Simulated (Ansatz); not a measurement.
## B single point

Input file of Ansatz 0.2.0:

```yaml
crystal:
  lattice:
    - [1.110119, 1.922782, 0.0]
    - [-1.110119, 1.922782, 0.0]
    - [0.0, 0.0, 3.485427]
  atoms:
    - { symbol: B, position: [0.33333, 0.33334, 0.25] }
    - { symbol: B, position: [0.66666, 0.66667, 0.75] }
  symmetry: { tolerance: 0.0003 }
kpoints:
  mp_grid: { grid: [17, 17, 10], shift: [0, 0, 0] }
  band_path:
    path:
      - [0.0, 0.0, 0.0]
      - [0.5, 0.0, 0.0]
      - [0.66666667, 0.33333333, 0.0]
      - [0.0, 0.0, 0.0]
      - [0.0, 0.0, 0.5]
      - [0.5, 0.0, 0.5]
      - [0.66666667, 0.33333333, 0.5]
      - [0.0, 0.0, 0.5]
      - [0.5, 0.0, 0.5]
      - [0.5, 0.0, 0.0]
      - [0.66666667, 0.33333333, 0.5]
    npoints: 6
magnetization:
  spin_polarized: false
scf:
  occupations: { method: fermi_dirac }
  lower_state_search: "off"
  max_iter: 200
hamiltonian:
  pseudopotentials: { kind: paw }
  xc: pbe
basis:
  ecutwfc: 420
  fft_grid_basis: typed
output:
  forces: true
  stress: true
  eigenvalues: true
  bader: true
  populations: true
  elf: true
  write_potential: true
  volumetric_format: npy
  dos:
    e_range: [-12, 8]
    de: 0.05
    projected: { site_lists: { B: [B] } }
checkpoint:
  read: saved_state
```

The run starts from an earlier solution of this cell. 

Excerpt of what it printed:

```
Warning: the atoms were moved onto the symmetric positions of the space group found under crystal.symmetry.tolerance 3.0e-4 (fractional; no operation is sought that the atoms, as they stand in a round, miss by more than twice it, and no atom is moved by as much as it), and the run uses the moved positions.
Pseudopotentials: kind: paw
Pseudopotential: B, paw, valence charge 3, recommended cutoff 420 eV (normal), B.paw.azcp
Functional definition: PBE
  exchange = pbe_x(kappa = kappa, mu = beta*pi^2/3)
  correlation = pbe_c(beta = beta)
Crystal: 2 atoms, lattice volume = 14.879 Å³
Basis set: ecut = 420 eV, 299 PW (Γ), exchange–correlation on 30×30×48 points (8 copies of the dense FFT grid, shifted against one another)
Bands: 7, of which v1, the nominal top of the filled ones, is band 3 counted from 1 (2 counted from 0)
Symmetry: 24 space group operations
Space group: P63/mmc (ITA 194), of the structure as read, at distance tolerance 7.4e-4 Å
k-points: 198 of 2890
Initial density: read from a saved state, or passed on in memory by an earlier SCF of this step, an earlier step, the calling program or the single point that the run made first
Functional: x = pbe(κ = 0.804, μ = 0.2195), c = pbe(β = 0.0667)
SCF iter   1: F=—  Δρ=1.01e-3  dr2=4.03e-5
SCF iter   2: F=—  Δρ=5.02e-4  dr2=9.40e-6
SCF iter   3: F=-308.3443 eV  Δρ=1.08e-5  dr2=3.89e-9
Free energy (F): -308.3443 eV
Harris-Foulkes:  -308.3443 eV  (|F-HF|=6.85e-9)
Internal energy: -308.3269 eV  (E = F + TS)
E sigma→0 (E₀):  -308.3356 eV
Entropy (-TS):   -0.0174 eV (-8.713 meV/atom)
Fermi energy:    10.7997 eV
--- Per-component energies (eV) ---
  E_band       = 24.7433
  E_kinetic    = 85.5624
  E_local      = -8.8619  (includes V_loc(G=0)·N_el)
  E_nonlocal   = 23.6110
  E_hartree    = 0.8684
  E_xc         = -61.3971
  E_vxc        = -72.6717  (∫ρ·V_xc dr)
  E_paw        = -156.4195  (= ΣΔE_a)
  E_vpaw       = -4.6335  (= ΣTr[D̂ρ^β])
  E_aug_tail   =  0.0000  (compensation charges beyond the density's cutoff)
  E_ewald      = -191.6903
  E_smearing   = -0.0174  (= −TS)
--- Stress (GPa, compression-positive) ---
      -33.8674       0.0000       0.0000
        0.0000     -33.8674       0.0000
        0.0000       0.0000     -33.7297
  P = ⅓ Tr σ = -33.8215 GPa (-338.215 kbar)
```

Origin: a known structure type with other elements, at an estimated volume, so it need not be a known compound. Caveats: atoms or cell far from equilibrium.
